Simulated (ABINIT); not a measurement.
# HfC (Fm-3m) in ABINIT: notebook

One crystal, HfC, is run at these levels: LDA, PBEsol; tasks: single point, relaxation of cell and atoms.

All numbers are computed with ABINIT 10.8.3 (patched build); they aren't measurements. Logs are shortened: lines on timing, memory, paths and dates and some standing lists are left out, and cuts for length are marked. The log counts tension as positive stress, the text compression.

### 1 The crystal as given

It takes space group Fm-3m (No. 225, cubic). The conventional cell has a = 4.650 Å, b = 4.650 Å, c = 4.650 Å, α = 90.00°, β = 90.00°, γ = 90.00°. Hf (site symmetry m-3m) has 6 C at 2.33 Å as nearest neighbours. Around C (site symmetry m-3m) lie 6 Hf at 2.33 Å.

### 2 Single point, LDA (cell relaxed)

File run.abi:

```
# Pseudopotentials
pp_dirpath "./"
pseudos "Hf.upf, C.upf"

# Structure
acell 3*1.0 Angstrom
rprim
     0.0000000000     2.2811908400     2.2811908400
     2.2811908400     0.0000000000     2.2811908400
     2.2811908400     2.2811908400     0.0000000000
ntypat 2
znucl 72 6
natom 2
typat 1 2
xred
     0.5000000000     0.5000000000     0.5000000000
     0.0000000000     0.0000000000     0.0000000000
chkprim 0
chksymtnons 0
tolsym 1.0e-6

# Plane-wave basis
ecut 41.0

# k points
kptopt 1
ngkpt 8 8 8
nshiftk 1
shiftk 0.0 0.0 0.0

# Exchange and correlation
ixc 7

# Bands and occupations
nband 12
occopt 3
tsmear 0.00183747

# SCF cycle
nstep 100
tolvrs 1.0e-10

# Output
iomode 3
prtwf 0
prteig 0
prtebands 0
prtden 1
prtvha 1
prtvclmb 1
prtpot 1
prtelf 1
```

Potentials or basis: PseudoDojo NC SR LDA v0.4.1 standard.

On the command line:

```console
$ abinit run.abi > log 2>&1
```

run.abo:

```text
.Version 10.8.3 of ABINIT
 Symmetries : space group Fm -3 m (#225); Bravais cF (face-center cubic)
================================================================================
 Values of the parameters that define the memory need of the present run
     intxc =       0    ionmov =       0      iscf =       7    lmnmax =       8
     lnmax =       8     mgfft =      36  mpssoang =       4    mqgrid =    3001
     natom =       2  nloc_mem =       1    nspden =       1   nspinor =       1
    nsppol =       1      nsym =      48    n1xccc =    2501    ntypat =       2
    occopt =       3   xclevel =       1
       mpw =        2033          nfft =       46656          nkpt =          29
================================================================================
================================================================================

--------------------------------------------------------------------------------
------------- Echo of variables that govern the present computation ------------
--------------------------------------------------------------------------------
 -outvars: echo values of preprocessed input variables --------
            acell      1.8897261259E+00  1.8897261259E+00  1.8897261259E+00 Bohr
              amu      1.78490000E+02  1.20110000E+01
          chkprim           0
      chksymtnons           0
             ecut      4.10000000E+01 Hartree
              ixc           7
         kptrlatt        8    0    0      0    8    0      0    0    8
          kptrlen      4.87714279E+01
            natom           2
            nband          12
            ngfft          36      36      36
             nkpt          29
            nstep         100
             nsym          48
           ntypat           2
           occopt           3
        prtebands           0
           prteig           0
           prtelf           1
           prtpot           1
         prtvclmb           1
           prtvha           1
            prtwf           0
            rprim      0.0000000000E+00  2.2811908400E+00  2.2811908400E+00
                       2.2811908400E+00  0.0000000000E+00  2.2811908400E+00
                       2.2811908400E+00  2.2811908400E+00  0.0000000000E+00
          spgroup         225
           tolsym      1.00000000E-06
           tolvrs      1.00000000E-10
           tsmear      1.83747000E-03 Hartree
            typat      1  2
           xangst      2.2811908400E+00  2.2811908400E+00  2.2811908400E+00
                       0.0000000000E+00  0.0000000000E+00  0.0000000000E+00
            xcart      4.3108259285E+00  4.3108259285E+00  4.3108259285E+00
                       0.0000000000E+00  0.0000000000E+00  0.0000000000E+00
             xred      5.0000000000E-01  5.0000000000E-01  5.0000000000E-01
                       0.0000000000E+00  0.0000000000E+00  0.0000000000E+00
            znucl       72.00000    6.00000

[... 109 lines left out ...]

 Integrated electronic density in atomic spheres:
 ------------------------------------------------
 Atom  Sphere_radius  Integrated_density
    1        2.00000          8.50536394
    2        2.00000          3.96559273
================================================================================

 ----iterations are completed or convergence reached----

 Mean square residual over all n,k,spin=   32.819E-09; max=  27.419E-07
 reduced coordinates (array xred) for    2 atoms
       0.500000000000      0.500000000000      0.500000000000
       0.000000000000      0.000000000000      0.000000000000
 rms dE/dt=  0.0000E+00; max dE/dt=  0.0000E+00; dE/dt below (all hartree)
    1       0.000000000000      0.000000000000      0.000000000000
    2       0.000000000000      0.000000000000      0.000000000000

 cartesian coordinates (angstrom) at end:
    1      2.28119084000000     2.28119084000000     2.28119084000000
    2      0.00000000000000     0.00000000000000     0.00000000000000

 cartesian forces (hartree/bohr) at end:
    1     -0.00000000000000    -0.00000000000000    -0.00000000000000
    2     -0.00000000000000    -0.00000000000000    -0.00000000000000
 frms,max,avg= 0.0000000E+00 0.0000000E+00   0.000E+00  0.000E+00  0.000E+00 h/b

 cartesian forces (eV/Angstrom) at end:
    1     -0.00000000000000    -0.00000000000000    -0.00000000000000
    2     -0.00000000000000    -0.00000000000000    -0.00000000000000
 frms,max,avg= 0.0000000E+00 0.0000000E+00   0.000E+00  0.000E+00  0.000E+00 e/A
 length scales=  1.889726125908  1.889726125908  1.889726125908 bohr
              =  1.000000000000  1.000000000000  1.000000000000 angstroms
 Fermi (or HOMO) energy (hartree) =   0.42388   Average Vxc (hartree)=  -0.48981
 Eigenvalues (hartree) for nkpt=  29  k points:
 kpt#   1, nband= 12, wtk=  0.00195, kpt=  0.0000  0.0000  0.0000 (reduced coord)
  -1.80804   -0.64842   -0.64842   -0.64842   -0.03219    0.46520    0.46520    0.46520
   0.47456    0.47456    0.47456    0.55501
      occupation numbers for kpt#   1
   2.00000    2.00000    2.00000    2.00000    2.00000    0.00000    0.00000    0.00000
   0.00000    0.00000    0.00000    0.00000
 prteigrs : prtvol=0 or 1, do not print more k-points.

--- !EnergyTerms
iteration_state     : {dtset: 1, }
comment             : Components of total free energy in Hartree
kinetic             :  1.86992466721380E+01
hartree             :  6.29942107577292E+00
xc                  : -1.63560200234896E+01
Ewald energy        : -4.86097271555501E+01
psp_core            :  2.62536495338633E+00
local_psp           : -2.75254944552548E+01
non_local_psp       :  2.30877916362834E+00
internal            : -6.25584297693689E+01
'-kT*entropy'       : -1.00557210832096E-04
total_energy        : -6.25585303265798E+01
total_energy_eV     : -1.70230433169748E+03
band_energy         : -5.51941547296928E+00
...

 Cartesian components of stress tensor (hartree/bohr^3)
  sigma(1 1)=  2.37608970E-06  sigma(3 2)=  0.00000000E+00
  sigma(2 2)=  2.37608970E-06  sigma(3 1)=  0.00000000E+00
  sigma(3 3)=  2.37608970E-06  sigma(2 1)=  0.00000000E+00

-Cartesian components of stress tensor (GPa)         [Pressure= -6.9907E-02 GPa]
- sigma(1 1)=  6.99069725E-02  sigma(3 2)=  0.00000000E+00
- sigma(2 2)=  6.99069725E-02  sigma(3 1)=  0.00000000E+00
- sigma(3 3)=  6.99069725E-02  sigma(2 1)=  0.00000000E+00

== END DATASET(S) ==============================================================
================================================================================

 -outvars: echo values of variables after computation  --------
            acell      1.8897261259E+00  1.8897261259E+00  1.8897261259E+00 Bohr
           etotal     -6.2558530327E+01
            fcart     -0.0000000000E+00 -0.0000000000E+00 -0.0000000000E+00
                      -0.0000000000E+00 -0.0000000000E+00 -0.0000000000E+00
            rprim      0.0000000000E+00  2.2811908400E+00  2.2811908400E+00
                       2.2811908400E+00  0.0000000000E+00  2.2811908400E+00
                       2.2811908400E+00  2.2811908400E+00  0.0000000000E+00
           strten      2.3760897007E-06  2.3760897007E-06  2.3760897007E-06
                       0.0000000000E+00  0.0000000000E+00  0.0000000000E+00
           xangst      2.2811908400E+00  2.2811908400E+00  2.2811908400E+00
                       0.0000000000E+00  0.0000000000E+00  0.0000000000E+00
             xred      5.0000000000E-01  5.0000000000E-01  5.0000000000E-01
                       0.0000000000E+00  0.0000000000E+00  0.0000000000E+00
 Calculation completed.
```

Wall time 19 s (1 thread of Arm Neoverse V2, shared host); peak memory 0.07 GiB.

What came out:

```
Free energy                                           : -1702.3043 eV
Pressure                                              : -0.1 GPa
Band gap on the k mesh                                : none (metal or under the smearing width)
Valence electrons inside the program's atomic spheres : Hf 8.51; C 3.97
```

The run has no spin-orbit coupling, so splittings on Hf are missing.

### 3 Relaxation of cell and atoms, PBEsol

File run.abi:

```
# Pseudopotentials
pp_dirpath "./"
pseudos "Hf.upf, C.upf"

# Structure
acell 3*1.0
rprim
     0.0000000000     4.3936132398     4.3936132398
     4.3936132398     0.0000000000     4.3936132398
     4.3936132398     4.3936132398     0.0000000000
ntypat 2
znucl 72 6
natom 2
typat 1 2
chkprim 0
chksymtnons 0
tolsym 1.0e-6
xred
            1/2            1/2            1/2
            0.0            0.0            0.0

# Plane-wave basis
ecut 41.0
ecutsm 0.5

# k points
kptopt 1
ngkpt 8 8 8
nshiftk 1
shiftk 0.0 0.0 0.0

# Exchange and correlation
ixc -116133

# Bands and occupations
nband 12
occopt 3
tsmear 0.00183747

# SCF cycle
nstep 80
tolvrs 1.0e-12

# Output
iomode 3
prteig 0
prtebands 0
prtwf 0
prtden 0

# Relaxation
ionmov 2
optcell 2
ntime 50
tolmxf 2.0e-5
dilatmx 1.08
```

Potentials or basis: PseudoDojo NC SR PBEsol v0.4.1 standard.

On the command line:

```console
$ mpirun --bind-to none -np 4 abinit run.abi > log 2>&1
```

It took 43 s on 4 MPI ranks of Intel Xeon Platinum 8488C (Sapphire Rapids), shared host; peak memory 0.32 GiB.

Results (log left out):

| Quantity | Value |
| --- | --- |
| Free energy | -1699.6428 eV |
| Relaxed volume | 12.25 Å³/atom |
| Relaxed cell | a = 3.260 Å, b = 3.260 Å, c = 3.260 Å, α = 60.00°, β = 60.00°, γ = 60.00° |
| Space group after relaxing (to 0.05 Å) | Fm-3m (No. 225) |
| Energy gained by relaxing | 6.3 meV/atom |
| Ionic steps | 4 |
| Pressure after relaxing | 0.0 GPa |
| Band gap on the k mesh | none (metal or under the smearing width) |

The path:
```
step  energy change (eV)  largest force (eV/Å)  pressure (GPa)  volume (Å³)
   1              0.0000                0.0000           -6.18        25.14
   2             -0.0117                0.0000           -1.72        24.66
   3             -0.0127                0.0000            0.06        24.49
   4             -0.0127                0.0000            0.00        24.49
```

Final structure:
```xyz
2
Lattice="0.0000 2.3050 2.3050 2.3050 0.0000 2.3050 2.3050 2.3050 0.0000" Properties=species:S:1:pos:R:3 pbc="T T T"
Hf    2.3050    2.3050    2.3050
C     0.0000    0.0000    0.0000
```

The run has no spin-orbit coupling, so splittings on Hf are missing.
